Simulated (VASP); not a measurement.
# GaSb (F-43m) in VASP: settings compared

The runs below take GaSb through single point, atomic charges, with PBE, PBEsol+D3, SCAN+D3.

Program: VASP 6.6.1. These are calculated values, not measurements. Logs are shortened: lines on timing, memory, paths and dates and some standing lists are left out, and cuts for length are marked.

**What was measured.**

A printed reference work, data compilation reports, for a bulk crystal of GaSb at 4.2 K: band gap 0.811 eV (direct).

The runs below are set against these values where they give the same quantity.

**1. Starting point**

It takes space group F-43m (No. 216, cubic). Conventional cell: a = 6.118 Å, b = 6.118 Å, c = 6.118 Å, α = 90.00°, β = 90.00°, γ = 90.00°. Around Sb (site symmetry -43m) lie 4 Ga at 2.65 Å. Ga (site symmetry -43m) has 4 Sb at 2.65 Å as nearest neighbours.

**2. Single point, PBE**

The input, INCAR:

```
  PREC = Accurate
  ENCUT = 520
  EDIFF = 1E-6
  ISMEAR = 0
  SIGMA = 0.012
  LREAL = False
  LASPH = True
  NELM = 80
  ALGO = Normal
  ISIF = 2
  LWAVE = False
  LCHARG = False
  GGA = PE
```

The input, KPOINTS:

```
regular mesh
0
Gamma
  8 8 8
```

The input, POSCAR:

```
GaSb
1.0
    0.0000000000      3.0590000000      3.0590000000
    3.0590000000      0.0000000000      3.0590000000
    3.0590000000      3.0590000000      0.0000000000
Sb Ga
1 1
Direct
    0.7500000000      0.7500000000      0.7500000000
    0.0000000000      0.0000000000      0.0000000000
```

Potentials or basis: VASP PAW PBE potentials, release 64 (Sb, Ga_d).

Command:

```sh
cat potpaw_PBE.64/Sb/POTCAR potpaw_PBE.64/Ga_d/POTCAR > POTCAR
mpirun -np 1 vasp_std > vasp.out
```

OUTCAR:

```text
PREC = Accurate
   ENCUT = 520
   EDIFF = 1E-6
   ISMEAR = 0
   LREAL = False
   LASPH = True
   NELM = 80
   ISIF = 2
   GGA = PE

 ion  position               nearest neighbor table
   1  0.750  0.750  0.750-   2 2.65   2 2.65   2 2.65   2 2.65
   2  0.000  0.000  0.000-   1 2.65   1 2.65   1 2.65   1 2.65

  LATTYP: Found a face centered cubic cell.
 ALAT       =     6.1180000000

  Lattice vectors:

 A1 = (   0.0000000000,   3.0590000000,   3.0590000000)
 A2 = (   3.0590000000,   0.0000000000,   3.0590000000)
 A3 = (   3.0590000000,   3.0590000000,   0.0000000000)

Analysis of symmetry for initial positions (statically):
=====================================================================
 Subroutine PRICEL returns:
 Original cell was already a primitive cell.

 Routine SETGRP: Setting up the symmetry group for a
 face centered cubic supercell.

 Subroutine GETGRP returns: Found 24 space group operations
 (whereof 24 operations were pure point group operations)
 out of a pool of 48 trial point group operations.

The static configuration has the point symmetry T_d .

Analysis of symmetry for dynamics (positions and initial velocities):
=====================================================================
 Subroutine PRICEL returns:
 Original cell was already a primitive cell.

 Routine SETGRP: Setting up the symmetry group for a
 face centered cubic supercell.

 Subroutine GETGRP returns: Found 24 space group operations
 (whereof 24 operations were pure point group operations)
 out of a pool of 48 trial point group operations.

The dynamic configuration has the point symmetry T_d .

 Subroutine INISYM returns: Found 24 space group operations
 (whereof 24 operations are pure point group operations),
 and found     1 'primitive' translations

----------------------------------------------------------------------------------------

                                     Primitive cell

  volume of cell :      57.2491

  direct lattice vectors                    reciprocal lattice vectors
     0.000000000  3.059000000  3.059000000    -0.163452109  0.163452109  0.163452109
     3.059000000  0.000000000  3.059000000     0.163452109 -0.163452109  0.163452109
     3.059000000  3.059000000  0.000000000     0.163452109  0.163452109 -0.163452109

  length of vectors
     4.326079287  4.326079287  4.326079287     0.283107357  0.283107357  0.283107357

  position of ions in fractional coordinates (direct lattice)
     0.750000000  0.750000000  0.750000000
     0.000000000  0.000000000  0.000000000

  ion indices of the primitive-cell ions
   primitive index   ion index
                 1           1
                 2           2

----------------------------------------------------------------------------------------

 KPOINTS: regular mesh

Automatic generation of k-mesh.
 Grid dimensions read from file:
 generate k-points for:    8    8    8

 Generating k-lattice:

  Cartesian coordinates                     Fractional coordinates (reciprocal lattice)
    -0.020431514  0.020431514  0.020431514     0.125000000  0.000000000  0.000000000
     0.020431514 -0.020431514  0.020431514     0.000000000  0.125000000  0.000000000
     0.020431514  0.020431514 -0.020431514     0.000000000  0.000000000  0.125000000

  Length of vectors
     0.035388420  0.035388420  0.035388420

  Shift w.r.t. Gamma in fractional coordinates (k-lattice)
     0.000000000  0.000000000  0.000000000

 Subroutine IBZKPT returns following result:
 ===========================================

 Found     29 irreducible k-points:

 Following reciprocal coordinates:
            Coordinates               Weight
  0.000000  0.000000  0.000000      1.000000
  0.125000  0.000000  0.000000      8.000000
  0.250000  0.000000  0.000000      8.000000
  0.375000  0.000000  0.000000      8.000000
  0.500000  0.000000  0.000000      4.000000
  0.125000  0.125000  0.000000      6.000000
[... 16 lines left out ...]
  0.500000  0.250000  0.125000     48.000000
 -0.375000  0.250000  0.125000     24.000000
 [... further k-points ...]
   k-points           NKPTS =     29   k-points in BZ     NKDIM =     29   number of bands    NBANDS=     13
   number of dos      NEDOS =    301   number of ions     NIONS =      2
   total plane-waves  NPLWV =  32768
   dimension x,y,z NGX =    32 NGY =   32 NGZ =   32
   dimension x,y,z NGXF=    64 NGYF=   64 NGZF=   64
   ions per type =               1   1
   NGX,Y,Z   is equivalent  to a cutoff of  12.30, 12.30, 12.30 a.u.
   NGXF,Y,Z  is equivalent  to a cutoff of  24.59, 24.59, 24.59 a.u.
 SYSTEM =  unknown system
   PREC   = accura    normal or accurate (medium, high low for compatibility)
   ISTART =      0    job   : 0-new  1-cont  2-samecut
   ICHARG =      2    charge: 1-file 2-atom 10-const
   ISPIN  =      1    spin polarized calculation?
   LNONCOLLINEAR =      F non collinear calculations
   LSORBIT =      F    spin-orbit coupling
   LASPH  =      T    aspherical Exc in radial PAW
   ENCUT  =  520.0 eV  38.22 Ry    6.18 a.u.   8.04  8.04  8.04*2*pi/ulx,y,z
   NELM   =     80;   NELMIN=  2; NELMDL= -5     # of ELM steps
   EDIFF  = 0.1E-05   stopping-criterion for ELM
   LREAL  =      F    real-space projection
   EDIFFG = 0.1E-04   stopping-criterion for IOM
   NSW    =      0    number of steps for IOM
   IBRION =     -1    ionic relax: 0-MD 1-quasi-New 2-CG
   NFREE  =      0    steps in history (QN), initial steepest desc. (CG)
   ISIF   =      2    stress and relaxation
   ISYM   =      2    0-nonsym 1-usesym 2-fastsym
   POTIM  = 0.5000    time-step for ionic-motion
   TEBEG  =    0.0;   TEEND  =   0.0 temperature during run
   PSTRESS=    0.0 pullay stress
   NELECT =      18.0000    total number of electrons
   NUPDOWN=      -1.0000    fix difference up-down
   EMIN   =  10.00;   EMAX   =-10.00  energy-range for DOS
   EFERMI =   0.00;   METHOD = LEGACY
   ISMEAR =     0;   SIGMA  =   0.01  broadening in eV -4-tet -1-fermi 0-gaus
   EFERMI_NEDOS =   21; number of points for ismear=-14 and -15
   IALGO  =     38    algorithm
   IMIX   =      4    mixing-type and parameters
     AMIX     =   0.40;   BMIX     =  1.00
     AMIX_MAG =   1.60;   BMIX_MAG =  1.00
  volume/ion in A,a.u.               =      28.62       193.17
  Fermi-wavevector in a.u.,A,eV,Ry     =   1.113208  2.103657 16.860766  1.239231
  Thomas-Fermi vector in A             =   2.249790
   LORBIT       =      0    0 simple, 1 ext, 2 COOP (PROOUT), +10 PAW based schemes
   GGA     = PE    functional components
   LHFCALC =     F    Hartree Fock is set to
   AEXX    =    0.0000 exact exchange contribution
   IVDW    =     0    specifies the selected vdW correction
   LEPSILON=     F    determine dielectric tensor
   LRPA    =     F    only Hartree local field effects (RPA)
 non-spin polarized calculation
 Gauss-broadening in eV      SIGMA  =   0.01
  energy-cutoff  :      520.00
  volume of cell :       57.25
 maximum number of plane-waves:      1572
   NGX = 17   NGY = 17   NGZ = 17

 number of electron      17.9999986 magnetization

 Free energy of the ion-electron system (eV)
  ---------------------------------------------------
  ext. energy  EPLUGINS =         0.00000000
  ---------------------------------------------------
  free energy    TOTEN  =        -7.34581790 eV

  energy without entropy =       -7.34581297  energy(sigma->0) =       -7.34581543

 E-fermi :   4.8910     XC(G=0):  -9.0882

 val. band max:        4.8713021916   @ k =   0.0000   0.0000   0.0000
 cond. band min:       4.9069725236   @ k =   0.0000   0.0000   0.0000
 fundamental gap:      0.0356703321
 Fermi energy:         4.8910285453

 k-point     1 :       0.0000    0.0000    0.0000
  band No.  band energies     occupation
      1     -10.1664      2.00000
      2     -10.1664      2.00000
      3     -10.1664      2.00000
      4     -10.1167      2.00000
      5     -10.1167      2.00000
      6      -6.6051      2.00000
      7       4.8713      1.97993
      8       4.8713      1.97992
      9       4.8713      1.97992
     10       4.9070      0.06024
     11       7.6464      0.00000
     12       7.6464      0.00000
     13       7.6464      0.00000

 k-point     2 :       0.1250    0.0000    0.0000
  band No.  band energies     occupation
      1     -10.1705      2.00000
      2     -10.1646      2.00000
      3     -10.1646      2.00000
      4     -10.1169      2.00000
      5     -10.1169      2.00000
      6      -6.4451      2.00000
      7       2.8630      2.00000
      8       4.6179      2.00000
      9       4.6179      2.00000
     10       5.9022      0.00000
     11       7.9924      0.00000
     12       7.9924      0.00000
     13       8.2959      0.00000

 k-point     3 :       0.2500    0.0000    0.0000
  band No.  band energies     occupation
      1     -10.1803      2.00000
      2     -10.1605      2.00000
      3     -10.1605      2.00000
      4     -10.1171      2.00000
      5     -10.1171      2.00000
      6      -5.9897      2.00000
      7       0.8448      2.00000
      8       4.1692      2.00000
      9       4.1692      2.00000
     10       5.6778      0.00000
     11       8.5092      0.00000
     12       8.5092      0.00000
     13      10.0711      0.00000

 k-point     4 :       0.3750    0.0000    0.0000
  band No.  band energies     occupation
      1     -10.1900      2.00000
      2     -10.1569      2.00000
      3     -10.1569      2.00000
      4     -10.1168      2.00000
      5     -10.1168      2.00000
      6      -5.3579      2.00000
      7      -0.7794      2.00000
      8       3.8352      2.00000
      9       3.8352      2.00000
     10       5.3825      0.00000
     11       8.6425      0.00000
     12       8.6425      0.00000
     13      11.4656      0.00000

 k-point     5 :       0.5000    0.0000    0.0000
  band No.  band energies     occupation
      1     -10.1939      2.00000
      2     -10.1557      2.00000
      3     -10.1557      2.00000
      4     -10.1164      2.00000
      5     -10.1164      2.00000
      6      -4.9806      2.00000
      7      -1.4946      2.00000
      8       3.7166      2.00000
      9       3.7166      2.00000
     10       5.2741      0.00000
     11       8.6182      0.00000
     12       8.6182      0.00000
     13      11.3388      0.00000
[... 257 lines left out ...]
 k-point    22 :       0.3750    0.2500    0.1250
  band No.  band energies     occupation
      1     -10.1901      2.00000
      2     -10.1557      2.00000
      3     -10.1543      2.00000
      4     -10.1207      2.00000
      5     -10.1153      2.00000
      6      -5.5921      2.00000
      7       0.2749      2.00000
      8       2.5369      2.00000
      9       3.5634      2.00000
     10       7.0865      0.00000
     11       7.7699      0.00000
     12       9.3476      0.00000
     13      10.1213      0.00000

 k-point    23 :       0.5000    0.2500    0.1250
  band No.  band energies     occupation
      1     -10.1966      2.00000
      2     -10.1533      2.00000
      3     -10.1509      2.00000
      4     -10.1205      2.00000
      5     -10.1158      2.00000
      6      -4.9866      2.00000
      7      -0.8863      2.00000
      8       1.9382      2.00000
      9       3.1599      2.00000
     10       7.2162      0.00000
     11       8.2985      0.00000
     12       9.5164      0.00000
     13      10.6562      0.00000

 k-point    24 :      -0.3750    0.2500    0.1250
  band No.  band energies     occupation
      1     -10.1990      2.00000
      2     -10.1526      2.00000
      3     -10.1496      2.00000
      4     -10.1198      2.00000
      5     -10.1165      2.00000
      6      -4.6266      2.00000
      7      -1.4738      2.00000
      8       1.7756      2.00000
      9       2.9766      2.00000
     10       7.1731      0.00000
     11       8.3037      0.00000
     12      10.2514      0.00000
     13      11.2954      0.00000

 [... further k-points ...]
[... 5 lines left out ...]
  --------------------------------------------------------------------------------------
  -------------------------------------------------------------------------------------
  Total        0.8481767      0.8481767      0.8481767      0.0000000      0.0000000     -0.0000000
  in kB       23.7371454     23.7371454     23.7371454      0.0000000      0.0000000     -0.0000000
  external PRESSURE =      23.7371454 kB  Pullay stress =       0.0000000 kB

 VOLUME and BASIS-vectors are now :
 -----------------------------------------------------------------------------
  energy-cutoff  :      520.00
  volume of cell :       57.25
      direct lattice vectors                 reciprocal lattice vectors
     0.000000000  3.059000000  3.059000000    -0.163452109  0.163452109  0.163452109
     3.059000000  0.000000000  3.059000000     0.163452109 -0.163452109  0.163452109
     3.059000000  3.059000000  0.000000000     0.163452109  0.163452109 -0.163452109

 POSITION                                       TOTAL-FORCE (eV/Angst)
 -----------------------------------------------------------------------------------
      4.58850      4.58850      4.58850         0.000000     -0.000000     -0.000000
      0.00000      0.00000      0.00000        -0.000000      0.000000      0.000000
 -----------------------------------------------------------------------------------
    total drift:                               -0.000002     -0.000002     -0.000002

  FREE ENERGIE OF THE ION-ELECTRON SYSTEM (eV)
  ---------------------------------------------------
  free  energy   TOTEN  =        -7.3458178961 eV

  energy  without entropy=       -7.3458129737  energy(sigma->0) =       -7.34581543
```

It took 16 s on 1 thread of Intel Xeon Platinum 8559C (Emerald Rapids), shared host; peak memory 0.18 GiB.

Results:

```
Free energy            : -7.3458 eV
Pressure               : 2.4 GPa
Band gap on the k mesh : 0.04 eV, direct
```

Levels at points of the mesh, in eV from the valence-band top:
```
           k point  band 7  band 8  band 9  band 10  band 11  band 12
(0.00, 0.00, 0.00)    0.00    0.00    0.00     0.04     2.78     2.78
(0.50, 0.00, 0.00)   -6.37   -1.15   -1.15     0.40     3.75     3.75
(0.50, 0.50, 0.00)   -6.81   -2.57   -2.57     0.90     1.25     8.68
```

Caveat: spin-orbit coupling is left out, which moves the levels of the heavy elements.

**3. Single point, PBE**

The input, INCAR:

```
SYSTEM = GaSb
  ALGO = Normal
  EDIFF = 1E-7
  ENCUT = 520
  GGA = PE
  ISIF = 2
  ISMEAR = 0
  LASPH = .True.
  LCHARG = .False.
  LREAL = .False.
  LWAVE = .False.
  NELM = 100
  PREC = Accurate
  SIGMA = 0.05
```

The input, KPOINTS:

```
k-points
0
Gamma
  8 8 8
  0 0 0
```

POSCAR is that of step 2.

Potentials or basis: VASP PAW PBE potentials, release 64 (Sb, Ga_d).

Command:

```sh
cat potpaw_PBE.64/Sb/POTCAR potpaw_PBE.64/Ga_d/POTCAR > POTCAR
mpirun -np 1 vasp_std > vasp.out
```

OUTCAR:

```text
SYSTEM = GaSb
   EDIFF = 1E-7
   ENCUT = 520
   GGA = PE
   ISIF = 2
   ISMEAR = 0
   LASPH = .True.
   LREAL = .False.
   NELM = 100
   PREC = Accurate

 ion  position               nearest neighbor table
   1  0.750  0.750  0.750-   2 2.65   2 2.65   2 2.65   2 2.65
   2  0.000  0.000  0.000-   1 2.65   1 2.65   1 2.65   1 2.65

  LATTYP: Found a face centered cubic cell.
 ALAT       =     6.1180000000

  Lattice vectors:

 A1 = (   0.0000000000,   3.0590000000,   3.0590000000)
 A2 = (   3.0590000000,   0.0000000000,   3.0590000000)
 A3 = (   3.0590000000,   3.0590000000,   0.0000000000)

Analysis of symmetry for initial positions (statically):
=====================================================================
 Subroutine PRICEL returns:
 Original cell was already a primitive cell.

 Routine SETGRP: Setting up the symmetry group for a
 face centered cubic supercell.

 Subroutine GETGRP returns: Found 24 space group operations
 (whereof 24 operations were pure point group operations)
 out of a pool of 48 trial point group operations.

The static configuration has the point symmetry T_d .

Analysis of symmetry for dynamics (positions and initial velocities):
[... 169 lines left out ...]
      1     -10.1647      2.00000
      2     -10.1647      2.00000
      3     -10.1647      2.00000
      4     -10.1150      2.00000
      5     -10.1150      2.00000
      6      -6.6051      2.00000
      7       4.8713      1.67560
      8       4.8713      1.67558
      9       4.8713      1.67558
     10       4.9073      0.97325
     11       7.6465      0.00000
     12       7.6465      0.00000
     13       7.6465      0.00000
[... 354 lines left out ...]
  band No.  band energies     occupation
      1     -10.1973      2.00000
      2     -10.1509      2.00000
      3     -10.1479      2.00000
      4     -10.1180      2.00000
      5     -10.1148      2.00000
      6      -4.6267      2.00000
      7      -1.4736      2.00000
      8       1.7756      2.00000
      9       2.9766      2.00000
     10       7.1732      0.00000
     11       8.3038      0.00000
     12      10.2515      0.00000
     13      11.2955      0.00000

 [... further k-points ...]
[... 5 lines left out ...]
  --------------------------------------------------------------------------------------
  -------------------------------------------------------------------------------------
  Total        0.8597339      0.8597339      0.8597339     -0.0000000      0.0000000      0.0000000
  in kB       24.0605866     24.0605866     24.0605866     -0.0000000      0.0000000      0.0000000
  external PRESSURE =      24.0605866 kB  Pullay stress =       0.0000000 kB

 VOLUME and BASIS-vectors are now :
 -----------------------------------------------------------------------------
  energy-cutoff  :      520.00
  volume of cell :       57.25
      direct lattice vectors                 reciprocal lattice vectors
     0.000000000  3.059000000  3.059000000    -0.163452109  0.163452109  0.163452109
     3.059000000  0.000000000  3.059000000     0.163452109 -0.163452109  0.163452109
     3.059000000  3.059000000  0.000000000     0.163452109  0.163452109 -0.163452109

 POSITION                                       TOTAL-FORCE (eV/Angst)
 -----------------------------------------------------------------------------------
      4.58850      4.58850      4.58850        -0.000000     -0.000000     -0.000000
      0.00000      0.00000      0.00000         0.000000      0.000000      0.000000
 -----------------------------------------------------------------------------------
    total drift:                               -0.000002     -0.000002     -0.000002

  FREE ENERGIE OF THE ION-ELECTRON SYSTEM (eV)
  ---------------------------------------------------
  free  energy   TOTEN  =        -7.3459057491 eV

  energy  without entropy=       -7.3457489688  energy(sigma->0) =       -7.34582736
```

Wall time 20 s (1 thread of Intel Xeon Platinum 8559C (Emerald Rapids), shared host); peak memory 0.18 GiB.

Results:

```yaml
Free_energy: -7.3459 eV
Pressure: 2.4 GPa
Band_gap_on_the_k_mesh: 0.04 eV, direct
```

Levels at points of the mesh, in eV from the valence-band top:
```csv
k point,band 6,band 7,band 8,band 9,band 10,band 11,band 12,band 13
"(0.00, 0.00, 0.00)",-11.48,0.00,0.00,0.00,0.04,2.78,2.78,2.78
"(0.50, 0.00, 0.00)",-9.85,-6.37,-1.15,-1.15,0.40,3.75,3.75,6.47
"(0.50, 0.50, 0.00)",-9.02,-6.81,-2.57,-2.57,0.90,1.25,8.68,8.68
```

Caveat: spin-orbit coupling is left out, which moves the levels of the heavy elements.

[end of part 1 of 2]
